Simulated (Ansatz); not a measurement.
# SiO2: energy along a strain

SiO2, P6_422, a = 5.080 Å, c = 5.558 Å. This isn't the usual stable structure of the compound. Ansatz: PBEsol, PAW, 420 eV, Γ-centred 6×6×4 mesh on 9 atoms, Gaussian smearing 0.05 eV; no spin polarisation. Cell vectors (Å): 5.080 0.000 0.000; -2.540 4.400 0.000; 0.000 0.000 5.558. The cell is strained by x per cent times the pattern (1 1 0 0 0 0) in the order xx yy zz yz xz xy (engineering shears), with fractional coordinates held. y is the free energy over the start, V0 = 13.804 Å³/atom.

| x (%) | y (meV/atom) |
| --- | --- |
| -6.00 | ? |
| -4.50 | 72.19 |
| -3.00 | 31.14 |
| -1.50 | 7.56 |
| 0.00 | 0.00 |
| 1.50 | 7.11 |
| 3.00 | 27.80 |
| 4.50 | 60.84 |
| 5.25 | 81.65 |
| 6.00 | 105.20 |

Fit y = c2 x² + c3 x³ to the other rows, get the stiffness along the pattern, and predict the missing energy.

Least squares on the rows shown. y = 3.2858 x² − 0.061189 x³. The clamped-ion stiffness p·C·p = 2 × 32.86 eV × 160.2 / 13.804 Å³ = 763 GPa. At x = -6.00 the fit asked for gives 131.51 meV/atom. The run gave 132.03 meV/atom, so the fit is 0.52 meV/atom too low, 0.39 % of the span of the series, against an rms of 0.09 meV/atom on the fitted rows. The row lies outside the fitted range. With a term in x⁴ added, a fit to the same known rows predicts 132.13 meV/atom, so most of the miss is curvature that the known rows already hold.

Cost: 10 runs of about 0.94 core-minutes in all, on Intel Xeon (Ice Lake) (shared hosts).